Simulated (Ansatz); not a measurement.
**Density of states of CuO**

```
Cu O
1.0
     0.00000    2.26180    2.26180
     2.26180    0.00000    2.26180
     2.26180    2.26180    0.00000
Cu O
1 1
Cartesian
  0.0000 0.0000 0.0000
  1.1309 1.1309 1.1309
```

The cell was built from the zincblende type and relaxed in the same program, and has space group F-43m; it needn't be a known or the stable phase.

Without spin polarisation or U, such a compound can come out metallic where the real one is a magnetic insulator.

All numbers below come from Ansatz 0.2.0, DFT, PBE, all-electron LAPW, scalar-relativistic.

Settings: a Γ-centred 16×16×16 k mesh, Fermi–Dirac smearing of 0.05 eV, basis error target 1 meV/atom, no spin polarisation.

States per eV and cell, averaged over 0.4 eV, from -6.2 to 6.8 eV, with energies (bin centres) from the Fermi level; empty bins are left out. The partial columns, the largest 4 alone, are projections on Löwdin-orthogonalised atomic shells (those that the program's projection atoms carry: the occupied ones and, for some elements, an empty d or f shell; other empty shells have no column), summed over atoms of an element. Weights on diffuse s and p shells depend on that basis and aren't pure angular character.

```json
{"E (eV)": "-6.1", "total": "0.67", "Cu 3d": "0.12", "O 2p": "0.45", "Cu 4s": "0.08", "O 2s": "0.00"}
{"E (eV)": "-5.7", "total": "3.65", "Cu 3d": "0.67", "O 2p": "2.49", "Cu 4s": "0.42", "O 2s": "0.03"}
{"E (eV)": "-5.3", "total": "0.69", "Cu 3d": "0.19", "O 2p": "0.45", "Cu 4s": "0.04", "O 2s": "0.00"}
{"E (eV)": "-4.9", "total": "4.44", "Cu 3d": "1.54", "O 2p": "2.75", "Cu 4s": "0.12", "O 2s": "0.00"}
{"E (eV)": "-4.5", "total": "4.92", "Cu 3d": "1.70", "O 2p": "3.15", "Cu 4s": "0.03", "O 2s": "0.00"}
{"E (eV)": "-4.1", "total": "0.64", "Cu 3d": "0.14", "O 2p": "0.49", "Cu 4s": "0.00", "O 2s": "0.00"}
{"E (eV)": "-2.5", "total": "0.54", "Cu 3d": "0.52", "O 2p": "0.01", "Cu 4s": "0.00", "O 2s": "0.00"}
{"E (eV)": "-2.1", "total": "8.38", "Cu 3d": "8.20", "O 2p": "0.12", "Cu 4s": "0.02", "O 2s": "0.02"}
{"E (eV)": "-1.7", "total": "3.46", "Cu 3d": "3.21", "O 2p": "0.15", "Cu 4s": "0.02", "O 2s": "0.05"}
{"E (eV)": "-1.3", "total": "2.26", "Cu 3d": "1.84", "O 2p": "0.31", "Cu 4s": "0.01", "O 2s": "0.05"}
{"E (eV)": "-0.9", "total": "2.51", "Cu 3d": "1.82", "O 2p": "0.58", "Cu 4s": "0.02", "O 2s": "0.04"}
{"E (eV)": "-0.5", "total": "3.21", "Cu 3d": "2.11", "O 2p": "0.99", "Cu 4s": "0.02", "O 2s": "0.03"}
{"E (eV)": "-0.1", "total": "2.80", "Cu 3d": "1.65", "O 2p": "1.06", "Cu 4s": "0.02", "O 2s": "0.02"}
{"E (eV)": "0.3", "total": "1.41", "Cu 3d": "0.77", "O 2p": "0.60", "Cu 4s": "0.01", "O 2s": "0.01"}
{"E (eV)": "0.7", "total": "0.43", "Cu 3d": "0.22", "O 2p": "0.20", "Cu 4s": "0.00", "O 2s": "0.00"}
{"E (eV)": "1.5", "total": "0.02", "Cu 3d": "0.00", "O 2p": "0.00", "Cu 4s": "0.01", "O 2s": "0.00"}
{"E (eV)": "1.9", "total": "0.05", "Cu 3d": "0.00", "O 2p": "0.01", "Cu 4s": "0.02", "O 2s": "0.01"}
{"E (eV)": "2.3", "total": "0.07", "Cu 3d": "0.00", "O 2p": "0.02", "Cu 4s": "0.04", "O 2s": "0.01"}
{"E (eV)": "2.7", "total": "0.10", "Cu 3d": "0.00", "O 2p": "0.02", "Cu 4s": "0.06", "O 2s": "0.02"}
{"E (eV)": "3.1", "total": "0.12", "Cu 3d": "0.00", "O 2p": "0.03", "Cu 4s": "0.07", "O 2s": "0.02"}
{"E (eV)": "3.5", "total": "0.15", "Cu 3d": "0.00", "O 2p": "0.03", "Cu 4s": "0.09", "O 2s": "0.02"}
{"E (eV)": "3.9", "total": "0.19", "Cu 3d": "0.00", "O 2p": "0.04", "Cu 4s": "0.12", "O 2s": "0.02"}
{"E (eV)": "4.3", "total": "0.23", "Cu 3d": "0.00", "O 2p": "0.04", "Cu 4s": "0.14", "O 2s": "0.03"}
{"E (eV)": "4.7", "total": "0.27", "Cu 3d": "0.00", "O 2p": "0.04", "Cu 4s": "0.17", "O 2s": "0.03"}
{"E (eV)": "5.1", "total": "0.33", "Cu 3d": "0.00", "O 2p": "0.05", "Cu 4s": "0.21", "O 2s": "0.03"}
{"E (eV)": "5.5", "total": "0.41", "Cu 3d": "0.00", "O 2p": "0.05", "Cu 4s": "0.24", "O 2s": "0.03"}
{"E (eV)": "5.9", "total": "0.56", "Cu 3d": "0.01", "O 2p": "0.06", "Cu 4s": "0.27", "O 2s": "0.02"}
{"E (eV)": "6.3", "total": "0.63", "Cu 3d": "0.01", "O 2p": "0.06", "Cu 4s": "0.28", "O 2s": "0.02"}
{"E (eV)": "6.7", "total": "0.60", "Cu 3d": "0.00", "O 2p": "0.05", "Cu 4s": "0.25", "O 2s": "0.02"}
```

Which of the resolved shells contributes most within 0.3 eV of the Fermi level?

Cu 3d, with 58 % of all states there; O 2p follows with 39 %.

Where is the centre of the filled Cu 3d states between -14 eV and the top of the filled states?

-2.12 eV from the Fermi level.
